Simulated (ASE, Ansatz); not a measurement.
# Convergence of a linear-scaling basis for PbS/SnS superlattice along [001] (384 atoms)

Wanted: errors and times of a linear-scaling basis for PbS/SnS superlattice along [001] (384 atoms). A setting counts as converged where the r.m.s. difference of forces stays under 1 % of the r.m.s. force.

Calculated with Ansatz 0.2.0; Kohn-Sham DFT, PBE, PAW (set soft_2), plane waves.

**1. The structure**

The cell holds 384 atoms: 32 Pb, 192 S and 160 Sn. Its edges and angles: a = 16.405 Å, b = 16.405 Å, c = 35.033 Å, α = 90.0°, β = 90.0°, γ = 90.0°. It derives from PbS and SnS. Rock-salt lattice with in-plane constant 5.8 Å; 1 period of PbS and 5 of SnS along [001], 4 x 4 in-plane cells; the two parts stretched along z by 1.0402 and 1.0; not relaxed, displaced by a Gaussian of 0.02 Å. Regions: PbS, 64 atoms (32 Pb and 32 S); SnS, 320 atoms (160 Sn and 160 S).

Before any run, some limits are plain. The host structure and its lattice constant were typed by rule, without a check against the phase diagram. The Brillouin zone is sampled at Γ only, in a cell whose shortest periodic width is 16 Å. The levels lack spin–orbit coupling, which is large for the heavy elements here.

**2. Plane-wave single point**

This run is the reference for what follows, at a cutoff of 420 eV.

Input file input.yaml:

```yaml
crystal:
  lattice:
    - [16.40488, 0.0, 0.0]
    - [0.0, 16.40488, 0.0]
    - [0.0, 0.0, 35.03316]
  atoms:
    - { symbol: Pb, position: [0.99993, 0.99765, 0.99975] }
    - { symbol: S, position: [0.12634, 0.8734, 0.99975] }
    - { symbol: Pb, position: [0.25069, 0.99697, 0.99985] }
    - { symbol: S, position: [0.3729, 0.87593, 0.9999] }
    - { symbol: Pb, position: [0.50123, 0.99827, 0.99939] }
    - { symbol: S, position: [0.62328, 0.87383, 0.99933] }
    - { symbol: Pb, position: [0.75033, 0.00296, 0.00029] }
    - { symbol: S, position: [0.87524, 0.87482, 0.00063] }
    - { symbol: Pb, position: [0.99852, 0.25017, 0.99962] }
    - { symbol: S, position: [0.12467, 0.12621, 0.00034] }
    - { symbol: Pb, position: [0.25062, 0.24911, 0.00109] }
    - { symbol: S, position: [0.37481, 0.1238, 0.00011] }
    - { symbol: Pb, position: [0.49917, 0.2501, 0.99905] }
    - { symbol: S, position: [0.6251, 0.12503, 0.00067] }
    - { symbol: Pb, position: [0.74893, 0.24923, 0.99969] }
    - { symbol: S, position: [0.87514, 0.12537, 0.0001] }
    - { symbol: Pb, position: [0.1254, 0.12502, 0.08587] }
    - { symbol: S, position: [0.24869, 0.00044, 0.08722] }
    - { symbol: Pb, position: [0.37472, 0.12369, 0.08669] }
    - { symbol: S, position: [0.50245, 0.00344, 0.08528] }
    - { symbol: Pb, position: [0.62627, 0.12348, 0.08664] }
    - { symbol: S, position: [0.7512, 0.00026, 0.08571] }
    - { symbol: Pb, position: [0.87447, 0.12739, 0.0854] }
    - { symbol: S, position: [0.99877, 0.00069, 0.08569] }
    - { symbol: Sn, position: [0.99904, 0.00039, 0.17178] }
    - { symbol: S, position: [0.12687, 0.87696, 0.17268] }
    - { symbol: Sn, position: [0.25152, 0.9991, 0.17079] }
    - { symbol: S, position: [0.3744, 0.87608, 0.1725] }
    - { symbol: Sn, position: [0.49884, 0.00128, 0.1722] }
    - { symbol: S, position: [0.6247, 0.87618, 0.17254] }
    - { symbol: Sn, position: [0.74803, 0.99844, 0.17092] }
    - { symbol: S, position: [0.87414, 0.87305, 0.1725] }
    [... 346 atom lines left out ...]
    - { symbol: Sn, position: [0.37342, 0.87302, 0.91687] }
    - { symbol: S, position: [0.50076, 0.75101, 0.91747] }
    - { symbol: Sn, position: [0.62568, 0.87489, 0.9171] }
    - { symbol: S, position: [0.7522, 0.7525, 0.9184] }
    - { symbol: Sn, position: [0.87392, 0.87535, 0.91691] }
    - { symbol: S, position: [0.00097, 0.75048, 0.9178] }
kpoints:
  mp_grid: { grid: [1, 1, 1] }
hamiltonian:
  xc: pbe
scf:
  occupations: { method: gaussian, width: 0.05 }
output:
  forces: true
  stress: true
  populations: intrinsic
  dos:
    method: { smearing: { sigma: 0.08 } }
    de: 0.1
    projected:
      site_lists:
        Pb: [Pb]
        S: [S]
        Sn: [Sn]
        PbS: [0, 1, 2, 3, 4, 5, 6, 7, 8, 9, 10, 11, 12, 13, 14, 15, 16, 17, 18, 19, 20, 21, 22, 23, 32, 33, 34, 35, 36, 37, 38, 39, 40, 41, 42, 43, 44, 45, 46, 47, 72, 73, 74, 75, 76, 77, 78, 79, 80, 81, 82, 83, 84, 85, 86, 87, 128, 129, 130, 131, 132, 133, 134, 135]
  eigenvalues: true
  write_density: true
  write_potential: true
  volumetric_format: npy
```

The run is started by

```bash
$ ansatz run input.yaml --threads 32 --pin off --max-ram 143360MiB --backend cuda --events-out ev --progress --plain --runs-dir out
```

Numbers of over 12 decimals in the logs are rounded to 6 here.

Output:

```text
Engine: ansatz 0.2.0, aarch64-unknown-linux-gnu
Pseudopotentials: kind: paw
Pseudopotential: Pb, paw, valence charge 14, recommended cutoff 420 eV (normal), Pb.paw.azcp
Pseudopotential: S, paw, valence charge 6, recommended cutoff 420 eV (normal), S.paw.azcp
Pseudopotential: Sn, paw, valence charge 14, recommended cutoff 420 eV (normal), Sn.paw.azcp
Functional definition: PBE
  parameter kappa = 0.804
  parameter beta = 0.066725
  exchange = pbe_x(kappa = kappa, mu = beta*pi^2/3)
  correlation = pbe_c(beta = beta)
device memory: the entry about to start is reckoned to put 46.9 GiB on a device that reports 182.5 GiB free
GPU FFT provider: cuFFT
GPU libraries: cuBLAS 13.8.1, cuFFT 12.4.0, cuSOLVER 12.3.2
GPU matrix products: emulated (plane waves: as basis.precision tells), large ones in fixed point in workspaces of 1.00 GiB
Crystal: 384 atoms, lattice volume = 9428.127 Å³
Basis set: ecut = 420 eV, 184237 PW (Γ), exchange–correlation on 240×240×480 points (8 copies of the dense FFT grid, shifted against one another)
Bands: 2304, of which v1, the nominal top of the filled ones, is band 1920 counted from 1 (1919 counted from 0)
Symmetry: 1 space group operations
Space group: P1 (ITA 1), of the structure as read, at distance tolerance 2.1e-4 Å
k-points: 1
Non-local potential: Pb, projectors of the file, l = 0: 2, l = 1: 2, l = 2: 2, l = 3: 2
Non-local potential: S, projectors of the file, l = 0: 2, l = 1: 2, l = 2: 2
Non-local potential: Sn, projectors of the file, l = 0: 2, l = 1: 2, l = 2: 2, l = 3: 2
PAW form: soft (Blöchl's): semilocal exchange-correlation on the pseudo side does not see the compensation charge
PAW one-centre angular grid: Pb, 590 points (default); XC on 64 Gauss nodes
PAW one-centre angular grid: S, 110 points (default); XC on 64 Gauss nodes
PAW one-centre angular grid: Sn, 590 points (default); XC on 64 Gauss nodes
Initial density: superposition of atomic densities (neutral atoms: chi_scale 0, normalization atom), corrected by the library's trained network
Initial wavefunctions: pseudopotential atomic-orbital guess
GPU buffer pool allocated for 3456000 grid points (all kernels)
GPU transforms: local potential and band sums: pruned to the plane-wave sphere, on 120×120×240
GPU projectors: on the FFT box's points about the atoms, with room for 3525760 of them (16 bands a pass); a geometry past the room, sums that fail their trial, or a want of GPU memory keeps the tables, and a block in half precision can take them where they are the faster
Functional: x = pbe(κ = 0.804, μ = 0.219515), c = pbe(β = 0.066725)
SCF iter   1: F=—  HF=-1518237.603261 eV  |F-HF|=—  |Δ(HF+E_count)|=         —  Δρ=9.41e-4  dr2=3.41e-1  ethr=1.77e-3  ⟨swp⟩=5.0  Hψ=8892  notcnv=0  defer=212
preconditioner: auto → Resta (q_TF=auto, 2.349 Å⁻¹)  ε∞=3.3  [insulator: Δε(μ)=0.338 eV  Ē_g=15.786 eV  σ=0.050 eV  W_gap=1.00  n_scr=2066 (ndim 8)  ℏωp=23.7 eV  f_vac=0.000  D(μ)=0.00/eV (n_scr^D=0)  ε∞_Penn≈3.3]
SCF iter   2: F=—  HF=-1518237.494092 eV  |F-HF|=—  |Δ(HF+E_count)|=   1.09e-1  Δρ=4.46e-4  dr2=3.66e-2  ethr=8.89e-6  ⟨swp⟩=3.0  Hψ=5233  notcnv=0  defer=212
SCF iter   3: F=—  HF=-1518237.503921 eV  |F-HF|=—  |Δ(HF+E_count)|=   9.83e-3  Δρ=1.95e-4  dr2=3.35e-2  ethr=9.54e-7  ⟨swp⟩=2.0  Hψ=2511  notcnv=0  defer=212
SCF iter   4: F=—  HF=-1518237.514388 eV  |F-HF|=—  |Δ(HF+E_count)|=   1.05e-2  Δρ=8.88e-5  dr2=9.03e-3  ethr=8.73e-7  ⟨swp⟩=2.0  Hψ=2077  notcnv=0  defer=212
SCF iter   5: F=—  HF=-1518237.495750 eV  |F-HF|=—  |Δ(HF+E_count)|=   1.86e-2  Δρ=3.92e-5  dr2=3.04e-4  ethr=2.35e-7  ⟨swp⟩=2.0  Hψ=2077  notcnv=0  defer=212
SCF iter   6: F=—  HF=-1518237.511317 eV  |F-HF|=—  |Δ(HF+E_count)|=   1.56e-2  Δρ=1.45e-5  dr2=5.93e-4  ethr=7.91e-9  ⟨swp⟩=3.0  Hψ=3852  notcnv=0  defer=212
SCF iter   7: F=—  HF=-1518237.511322 eV  |F-HF|=—  |Δ(HF+E_count)|=   4.85e-6  Δρ=6.05e-6  dr2=1.69e-5  ethr=7.91e-9  ⟨swp⟩=2.0  Hψ=2076  notcnv=0  defer=212
SCF iter   8: F=—  HF=-1518237.519939 eV  |F-HF|=—  |Δ(HF+E_count)|=   8.62e-3  Δρ=2.61e-6  dr2=1.39e-6  ethr=4.41e-10  ⟨swp⟩=2.0  Hψ=2693  notcnv=0  defer=212
SCF iter   9: F=—  HF=-1518237.519940 eV  |F-HF|=—  |Δ(HF+E_count)|=   4.70e-7  Δρ=6.79e-7  dr2=3.21e-7  ethr=3.62e-11  ⟨swp⟩=2.0  Hψ=2703  notcnv=0  defer=212
SCF iter  10: F=-1518237.519940 eV  HF=-1518237.519940 eV  |F-HF|=4.19e-9  |Δ(HF+E_count)|=   1.32e-7  Δρ=2.31e-7  dr2=1.27e-8  ethr=2.60e-12  ⟨swp⟩=25.0  Hψ=21765  notcnv=0
SCF 1 converged in 10 iterations: F = -1518237.519940 eV  dr2 = 1.27e-8
  greatest PAW one-centre occupation: 0.993 electrons in one spin orbital (limit 2), on the Sn atom at site 338 (counted from 0), in its partial waves of l = 2
SCF converged after 10 iterations
Free energy (F): -1518237.519940 eV
Harris-Foulkes:  -1518237.519940 eV  (|F-HF|=4.19e-9)
Internal energy: -1518237.519937 eV  (E = F + TS)
E sigma→0 (E₀):  -1518237.519939 eV
Entropy (-TS):   -0.000002 eV (-0.000 meV/atom)
Fermi energy:    8.929150 eV
--- Per-component energies (eV) ---
  E_band       = -17702.302779
  E_kinetic    = 59190.707021
  E_local      = -208538.130627  (includes V_loc(G=0)·N_el)
  E_nonlocal   = 11424.762590
  E_hartree    = 112030.074694
  E_xc         = -87082.159884
  E_vxc        = -36519.316749  (∫ρ·V_xc dr)
  E_paw        = -1109323.231558  (= ΣΔE_a)
  E_vpaw       = -67320.484257  (= ΣTr[D̂ρ^β])
  E_aug_tail   = 0.001784  (compensation charges beyond the density's cutoff)
  E_ewald      = -295939.543958
  E_smearing   = -0.000002  (= −TS)
  E_closure    = -0.000000  (closes the sum)
  Σ components = -1518237.519940   (vs F -1518237.519940, Δ=0.00e0)
--- Forces (eV/Å), atoms counted from 1 ---
[... 384 lines of forces left out ...]
  max |Σ_I F_I| component: 9.05e-5 eV/Å
--- Stress (GPa, compression-positive) ---
        2.094435       0.006360       0.001160
        0.006360       2.091599      -0.000058
        0.001160      -0.000058       0.562781
  P = ⅓ Tr σ = 1.5829 GPa (15.829 kbar)
--- Band table (eV) ---
[... left out ...]
--- intrinsic populations: 384 sites ---
  site symbol       q [e]
[... 384 lines, one an atom, left out ...]
  spilling = 0.000000 (of n_electrons = 3840.000000)
```

The job ended after 13 s (1 × NVIDIA GB200 with 32 threads of Arm Neoverse V2, shared host; peak memory 5.1 GiB; 50 s of CPU time).

In the SCF lines HF is the Harris–Foulkes energy and dr2 the Hartree energy of the density residual, in eV; the loop may stop once dr2 is under the threshold and the program's other checks hold. Hψ counts applications of the Hamiltonian.

That memory is the host's; the program planned up to 46.9 GiB on the GPU. Forces of this run were stored rounded, and per-atom blocks of the log weren't kept.

Numbers from this run:

```yaml
free_energy: -1518237.5199 eV
free_energy_per_atom: -3953.7435 eV/atom
scf_cycles: 10
pressure: 1.583 GPa
r_m_s_force_component: 0.09251 eV/Å
longest_force: 0.4496 eV/Å
fermi_energy: 8.929 eV
spacing_of_highest_filled_and_lowest_empty_level: 0.3331 eV
```

The r.m.s. force component of 0.093 eV/Å sets the scale for the differences below.

**3. Support functions low**

With localised support functions most steps grow linearly with size, though the diagonalisation grows faster unless the density matrix is cut; this run measures error and cost at this size. The level low gives here a grid of 72×72×162 points and a radius of 4.34 Å.

This step: Kohn-Sham DFT, PBE, PAW (set soft_2), localised support functions (low) (Ansatz 0.2.0).

input.yaml, the sections that differ from step 2:

```yaml
scf:
  occupations: { method: gaussian, width: 0.05 }
  eigensolver: { kind: { support_functions: { accuracy: low } } }
  mixing: { beta: 0.2 }
  max_iter: 150
output:
  forces: true
  eigenvalues: true
# crystal, kpoints, hamiltonian: as in step 2
```

Output:

```text
Warning: scf.eigensolver.kind.support_functions: disabling space-group detection — the functions' gradient is summed over unrotated k-points, so no spatial operation reduces the k-mesh or symmetrises the density; time reversal is kept, so that k and −k are solved as one point where they differ and the mesh holds both, and exact exchange and, on two spinor components, a DFT+U term hold to it where the run has them: [...]
settings of this run that can trade accuracy for cost: scf.eigensolver.kind.support_functions; scf.eigensolver.kind.support_functions.accuracy: low [...]
[...]
GPU FFT provider: cuFFT
GPU libraries: cuBLAS 13.8.1, cuFFT 12.4.0, cuSOLVER 12.3.2
[...]
Crystal: 384 atoms, lattice volume = 9428.127 Å³
Basis set: ecut = 420 eV, 184237 PW (Γ), exchange–correlation on 240×240×480 points (8 copies of the dense FFT grid, shifted against one another)
Bands: 2304, of which v1, the nominal top of the filled ones, is band 1920 counted from 1 (1919 counted from 0)
Symmetry: 1 space group operations
k-points: 1
[...]
GPU buffer pool allocated for 3456000 grid points (all kernels)
Eigensolver: Support functions (low, 72×72×162 points, laid for a spacing of at most 0.228497 Å, radius 4.337960 Å, 3 species' potentials softened for the grid, 3 wholly corrected for its errors in the mean over positions, 3 with the egg-box correction, energy correction by stochastic trace)
[...]
SCF iter   1: F=—  HF=-1518008.429763 eV  |F-HF|=—  |Δ(HF+E_count)|=         —  Δρ=2.27e-2  dr2=7.03e1  ethr=1.00e-1
[...]
SCF iter  13: F=—  HF=-1518237.590423 eV  |F-HF|=—  |Δ(HF+E_count)|=   1.30e-2  Δρ=2.89e-5  dr2=6.69e-5  ethr=1.48e-8
SCF iter  14: F=-1518237.601044 eV  HF=-1518237.601047 eV  |F-HF|=2.86e-6  |Δ(HF+E_count)|=   1.06e-2  Δρ=2.23e-5  dr2=3.32e-5  ethr=1.74e-9
SCF 1 converged in 14 iterations: F = -1518237.806596 eV  dr2 = 3.32e-5
[...]
SCF converged after 14 iterations
Stability not checked: this state was not tested for a lower state beside it, because the mixer in use, unlike msr1, does not test its closes by its own steps (another_mixer; see scf.mixing.algorithm and scf.lower_state_search)
Free energy (F): -1518237.806596 eV
[...]
Internal energy: -1518237.806594 eV  (E = F + TS)
E sigma→0 (E₀):  -1518237.806595 eV
Entropy (-TS):   -0.000002 eV (-0.000 meV/atom)
Fermi energy:    8.928888 eV
[...]
Σ components = -1518237.806596   (vs F -1518237.806596, Δ=0.00e0)
--- Forces (eV/Å), atoms counted from 1 ---
[... 384 lines of forces left out ...]
  max |Σ_I F_I| component: 2.02e-2 eV/Å
--- Band table (eV) ---
[... left out ...]
```

Run time: 10 s. Hardware: 1 × NVIDIA GB200 with 32 threads; peak memory 2.5 GiB.

That memory is the host's; the program planned up to 11.8 GiB on the GPU.

The program notes that the band table was not solved further than the SCF left it and it switched symmetry off.

Keys that differ from the reference: support_functions.accuracy = "low", scf.max_iter = 150 and scf.mixing.beta = 0.2.

Forces differ from the reference by 0.40 meV/Å r.m.s., 0.44 % of their size, within a tolerance of 1 %; the energy by -0.75 meV/atom.

**4. Support functions medium**

The level medium is asked for. Here it resolves to the same grid and radius as in the run with support functions low, so the basis is not new.

This step: Kohn-Sham DFT, PBE, PAW (set soft_2), localised support functions (medium) (Ansatz 0.2.0).

input.yaml, the sections that differ from step 3:

```yaml
scf:
  occupations: { method: gaussian, width: 0.05 }
  eigensolver: { kind: { support_functions: { accuracy: medium } } }
  mixing: { beta: 0.2 }
  max_iter: 150
# crystal, kpoints, hamiltonian, output: as in step 3
```

Output:

```text
[...]
GPU FFT provider: cuFFT
GPU libraries: cuBLAS 13.8.1, cuFFT 12.4.0, cuSOLVER 12.3.2
[...]
Crystal: 384 atoms, lattice volume = 9428.127 Å³
Basis set: ecut = 420 eV, 184237 PW (Γ), exchange–correlation on 240×240×480 points (8 copies of the dense FFT grid, shifted against one another)
Bands: 2304, of which v1, the nominal top of the filled ones, is band 1920 counted from 1 (1919 counted from 0)
Symmetry: 1 space group operations
k-points: 1
[...]
GPU buffer pool allocated for 3456000 grid points (all kernels)
Eigensolver: Support functions (medium, 72×72×162 points, laid for a spacing of at most 0.228497 Å, radius 4.337960 Å, 3 species' potentials softened for the grid, 3 wholly corrected for its errors in the mean over positions, 3 with the egg-box correction, energy correction by stochastic trace)
[...]
SCF iter   1: F=—  HF=-1518008.429763 eV  |F-HF|=—  |Δ(HF+E_count)|=         —  Δρ=2.27e-2  dr2=7.03e1  ethr=1.00e-1
[...]
SCF iter  15: F=—  HF=-1518237.609869 eV  |F-HF|=—  |Δ(HF+E_count)|=   9.02e-3  Δρ=1.34e-5  dr2=1.19e-5  ethr=8.77e-10
SCF iter  16: F=-1518237.609871 eV  HF=-1518237.609871 eV  |F-HF|=2.00e-7  |Δ(HF+E_count)|=   2.40e-6  Δρ=5.61e-6  dr2=2.71e-6  ethr=3.10e-10
SCF 1 converged in 16 iterations: F = -1518237.806700 eV  dr2 = 2.71e-6
[...]
SCF converged after 16 iterations
[...]
Free energy (F): -1518237.806700 eV
[...]
Internal energy: -1518237.806698 eV  (E = F + TS)
E sigma→0 (E₀):  -1518237.806699 eV
Entropy (-TS):   -0.000002 eV (-0.000 meV/atom)
Fermi energy:    8.928936 eV
[...]
Σ components = -1518237.806700   (vs F -1518237.806700, Δ=0.00e0)
--- Forces (eV/Å), atoms counted from 1 ---
[... 384 lines of forces left out ...]
  max |Σ_I F_I| component: 1.97e-2 eV/Å
--- Band table (eV) ---
[... left out ...]
```

Run time: 11 s. Hardware: 1 × NVIDIA GB200 with 32 threads; peak memory 2.3 GiB; 31 s of CPU time.

That memory is the host's; the program planned up to 11.8 GiB on the GPU.

Keys that differ from the reference: support_functions.accuracy = "medium", scf.max_iter = 150 and scf.mixing.beta = 0.2.

Forces differ from the reference by 0.39 meV/Å r.m.s., 0.42 % of their size, within a tolerance of 1 %; the energy by -0.75 meV/atom.

**5. Support functions high**

With localised support functions most steps grow linearly with size, though the diagonalisation grows faster unless the density matrix is cut; this run measures error and cost at this size. The level high gives here a grid of 96×96×216 points and a radius of 5.19 Å.

This step: Kohn-Sham DFT, PBE, PAW (set soft_2), localised support functions (high) (Ansatz 0.2.0).

input.yaml, the sections that differ from step 4:

```yaml
scf:
  occupations: { method: gaussian, width: 0.05 }
  eigensolver: { kind: { support_functions: { accuracy: high } } }
  mixing: { beta: 0.2 }
  max_iter: 150
# crystal, kpoints, hamiltonian, output: as in step 4
```

Output:

```text
[...]
GPU FFT provider: cuFFT
GPU libraries: cuBLAS 13.8.1, cuFFT 12.4.0, cuSOLVER 12.3.2
[...]
Crystal: 384 atoms, lattice volume = 9428.127 Å³
Basis set: ecut = 420 eV, 184237 PW (Γ), exchange–correlation on 240×240×540 points (8 copies of the dense FFT grid, shifted against one another)
Bands: 2304, of which v1, the nominal top of the filled ones, is band 1920 counted from 1 (1919 counted from 0)
Symmetry: 1 space group operations
k-points: 1
[...]
GPU buffer pool allocated for 3888000 grid points (all kernels)
Eigensolver: Support functions (high, 96×96×216 points, laid for a spacing of at most 0.171373 Å, radius 5.191744 Å, 1 species' potentials softened for the grid, 3 wholly corrected for its errors in the mean over positions, 3 with the egg-box correction, energy correction by stochastic trace)
[...]
SCF iter   1: F=—  HF=-1518020.783809 eV  |F-HF|=—  |Δ(HF+E_count)|=         —  Δρ=2.35e-2  dr2=7.74e1  ethr=1.00e-1
[...]
SCF iter  20: F=—  HF=-1518237.754646 eV  |F-HF|=—  |Δ(HF+E_count)|=   1.01e-3  Δρ=5.25e-7  dr2=3.12e-8  ethr=4.42e-12
SCF iter  21: F=-1518237.755573 eV  HF=-1518237.755573 eV  |F-HF|=5.59e-9  |Δ(HF+E_count)|=   9.27e-4  Δρ=3.47e-7  dr2=1.29e-8  ethr=1.00e-12
SCF 1 converged in 21 iterations: F = -1518237.786609 eV  dr2 = 1.29e-8
[...]
SCF converged after 21 iterations
[...]
Free energy (F): -1518237.786609 eV
[...]
Internal energy: -1518237.786607 eV  (E = F + TS)
E sigma→0 (E₀):  -1518237.786608 eV
Entropy (-TS):   -0.000002 eV (-0.000 meV/atom)
Fermi energy:    8.928942 eV
[...]
Σ components = -1518237.786609   (vs F -1518237.786609, Δ=0.00e0)
--- Forces (eV/Å), atoms counted from 1 ---
[... 384 lines of forces left out ...]
  max |Σ_I F_I| component: 1.39e-2 eV/Å
--- Band table (eV) ---
[... left out ...]
```

Elapsed: 23 s, on 1 × NVIDIA GB200 with 32 threads; peak memory 2.9 GiB.

That memory is the host's; the program planned up to 26.4 GiB on the GPU.

The program notes that the correction for the support functions is uncertain.

Keys that differ from the reference: support_functions.accuracy = "high", scf.max_iter = 150 and scf.mixing.beta = 0.2.

Forces differ from the reference by 0.10 meV/Å r.m.s., 0.11 % of their size, well within a tolerance of 1 %; the energy by -0.69 meV/atom. It took 23 s and 21 cycles; the reference's time can't be set against it, since the two runs asked for unlike analyses.

(Part 1 of 2 ends here.)

[Logs are printed without paths, hosts, clocks, repeated set-up lines and the standing remarks that a program may print on its own settings, such as how far it seeks lower states.]

[Hosts, paths, dates, database ids (printed as entryN), source tags and the programs' standing remarks are cut or masked in the printed files.]
